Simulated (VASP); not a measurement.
# AlN: forms and broadenings of the independent-particle spectrum

AlN, Fm-3m (no. 225), 2 atoms in the cell. PBE, independent-particle dielectric function; PAW potentials Al, N (PBE set).

## Input

INCAR.step1:
```
SYSTEM = AlN
  EDIFF = 1E-8
  ENCUT = 460
  ISMEAR = 0
  KPAR = 4
  LASPH = .True.
  LCHARG = .False.
  LEPSILON = .True.
  LWAVE = .False.
  PREC = Accurate
  SIGMA = 0.02
```

INCAR.step2, as INCAR.step1 but for:
```
- LEPSILON = .True.
- LWAVE = .False.
+ LWAVE = .True.
+ NBANDS = 36
```

INCAR.step3, as INCAR.step2 but for:
```
- EDIFF = 1E-8
- LWAVE = .True.
+ ALGO = None
+ CSHIFT = 0.1
+ EDIFF = 1E-7
+ ISTART = 1
+ LOPTICS = .True.
+ LWAVE = .False.
+ NEDOS = 2000
+ NELM = 1
```

INCAR.step4, as INCAR.step3 but for:
```
+ LNABLA = .True.
```

INCAR.step5, as INCAR.step4 but for:
```
- LNABLA = .True.
+ IPEAD = 1
+ LPEAD = .True.
```

INCAR.step6, as INCAR.step5 but for:
```
- IPEAD = 1
+ IPEAD = 2
```

INCAR.step7 changes the same tag again: IPEAD = 4.

INCAR.step8, as INCAR.step7 but for:
```
- CSHIFT = 0.1
- IPEAD = 4
- LPEAD = .True.
+ CSHIFT = 0.3
```

INCAR.step9, as INCAR.step8 but for:
```
- CSHIFT = 0.3
+ CSHIFT = 0.03
```

INCAR.step10 changes the same tag again: CSHIFT = 0.2.

INCAR.step11, as INCAR.step10 but for:
```
- CSHIFT = 0.2
- ISMEAR = 0
+ CSHIFT = 0.1
+ ISMEAR = -5
```

INCAR.step12, as INCAR.step11 but for:
```
- ISMEAR = -5
- SIGMA = 0.02
+ ISMEAR = 0
+ SIGMA = 0.2
```

INCAR.step13, as INCAR.step12 but for:
```
- SIGMA = 0.2
+ OMEGAMAX = 12
+ SIGMA = 0.02
```

INCAR.step14, as INCAR.step13 but for:
```
- OMEGAMAX = 12
+ OMEGAMAX = 60
```

KPOINTS:
```
k-points
0
Gamma
  10 10 10
```

POSCAR:
```
AlN
1.0
    0.0000000000      2.0345180000      2.0345180000
    2.0345180000      0.0000000000      2.0345180000
    2.0345180000      2.0345180000      0.0000000000
Al N
1 1
Direct
    0.5000000000      0.5000000000      0.5000000000
    0.0000000000      0.0000000000      0.0000000000
```

Commands (each step's output is kept before the next begins):
```
cat potpaw_PBE.64/Al/POTCAR potpaw_PBE.64/N/POTCAR > POTCAR
cp INCAR.step1 INCAR
mpirun -np 4 vasp_std > vasp.out
rm WAVECAR CHG
cp INCAR.step2 INCAR
mpirun -np 4 vasp_std > vasp.out
cp INCAR.step3 INCAR
mpirun -np 4 vasp_std > vasp.out
cp INCAR.step4 INCAR
mpirun -np 4 vasp_std > vasp.out
cp INCAR.step5 INCAR
mpirun -np 4 vasp_std > vasp.out
cp INCAR.step6 INCAR
mpirun -np 4 vasp_std > vasp.out
cp INCAR.step7 INCAR
mpirun -np 4 vasp_std > vasp.out
cp INCAR.step8 INCAR
mpirun -np 4 vasp_std > vasp.out
cp INCAR.step9 INCAR
mpirun -np 4 vasp_std > vasp.out
cp INCAR.step10 INCAR
mpirun -np 4 vasp_std > vasp.out
cp INCAR.step11 INCAR
mpirun -np 4 vasp_std > vasp.out
cp INCAR.step12 INCAR
mpirun -np 4 vasp_std > vasp.out
cp INCAR.step13 INCAR
mpirun -np 4 vasp_std > vasp.out
cp INCAR.step14 INCAR
mpirun -np 4 vasp_std > vasp.out
```

## Result

- Direct gap on the mesh (eV): 5.40
- Gap on the mesh (eV): 4.42
- Bands: 36

One ground state, settings moved in the last step alone:

| Settings | ε at zero frequency | Mean energy of the absorption, weighted by Im ε (eV) | Time (s) |
|---|---|---|---|
| longitudinal form, CSHIFT 0.1 | 5.33 | 10.69 | 2 |
| transversal form (LNABLA) | 5.43 | 10.69 | 2 |
| finite differences (LPEAD), order 1 | 5.16 | 10.89 | 2 |
| finite differences (LPEAD), order 2 | 5.31 | 10.73 | 2 |
| finite differences (LPEAD), order 4 | 5.32 | 10.70 | 3 |
| CSHIFT 0.3 | 5.33 | 10.69 | 2 |
| CSHIFT 0.03 | 5.33 | 10.65 | 2 |
| CSHIFT 0.2 | 5.33 | 10.69 | 2 |
| tetrahedron method | 5.25 | 10.85 | 2 |
| SIGMA 0.2 | 5.33 | 10.69 | 3 |
| OMEGAMAX 12, which cuts the spectrum short | 4.30 | – | 3 |
| OMEGAMAX 60 | 5.33 | 10.69 | 3 |

The mean energy covers the spectrum up to 20 eV.

On the same mesh, density-functional perturbation theory with local fields gives ε = 5.19.

Limits: The 10×10×10 mesh is coarse for a spectrum: peaks stand apart that a denser mesh merges.

VASP 6.6.1 took 52 s on 4 cores (Intel Xeon Platinum 8259CL @ 2.50GHz (Skylake/Cascade Lake)), a shared host.
